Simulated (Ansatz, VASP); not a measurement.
**HfN in VASP and in Ansatz**

INCAR

```
SYSTEM = HfN
ALGO = Normal
EDIFF = 1E-6
ENCUT = 520
GGA = PS
ISIF = 2
ISMEAR = -1
LASPH = .True.
LCHARG = .False.
LREAL = .False.
LWAVE = .False.
NBANDS = 14
NELM = 60
PREC = Accurate
SIGMA = 0.03
```

File KPOINTS:

```
k-points
0
Gamma
  5 5 5
  0 0 0
```

POSCAR

```
HfN
1.0
    0.0000000000      2.4548220000      2.4548220000
    2.4548220000      0.0000000000      2.4548220000
    2.4548220000      2.4548220000      0.0000000000
Hf N
1 1
Direct
    0.0000000000      0.0000000000      0.0000000000
    0.2500000000      0.2500000000      0.2500000000
```

Contents of input.yaml:

```yaml
crystal:
  lattice:
    - [0.0, 2.454822, 2.454822]
    - [2.454822, 0.0, 2.454822]
    - [2.454822, 2.454822, 0.0]
  atoms:
    - { symbol: Hf, position: [0.0, 0.0, 0.0] }
    - { symbol: "N", position: [0.25, 0.25, 0.25] }
kpoints:
  mp_grid: { grid: [5, 5, 5] }
scf:
  occupations: { method: fermi_dirac, width: 0.03 }
hamiltonian:
  xc: pbesol
  pseudopotentials: { kind: all_electron, lapw: { basis_error: 0.001 } }
output:
  forces: true
  stress: true
  eigenvalues: true
```

The cell comes from a database or a generator and needn't be the stable form of this composition.

Alike in both runs: task single point; functional PBEsol; k mesh 5 × 5 × 5; occupations fermi-dirac, width 0.03 eV; no spin polarisation.

|  | VASP | Ansatz |
| --- | --- | --- |
| version | VASP 6.6.1 | Ansatz 0.2.0 |
| potentials or method | VASP PAW PBE potentials, release 64 (Hf_pv, N) | all-electron LAPW, scalar-relativistic |
| plane-wave cutoff (eV) | 520 | see its input |

VASP gave:

* gap on the k mesh at the Fermi level (eV): none
* pressure (GPa): -5.6

Question: What did Ansatz give for the same quantities?

Answer: gap on the k mesh at the Fermi level (eV): none; pressure (GPa): -4.7.

A gap of «none» marks a metal or a gap that the smearing closes. Ansatz ran all-electron here, so the differences hold the error of VASP's frozen core and of both bases.

Caveats: the k mesh is coarse (spacing up to 0.44 Å⁻¹), so the values aren't converged; the PAW data sets were made with another functional, which shifts forces and pressure a little (VASP); the k mesh is thin for a metal, which can move the energy by tens of meV per atom (Ansatz). Spin-orbit coupling is left out, which matters for the levels of Hf.
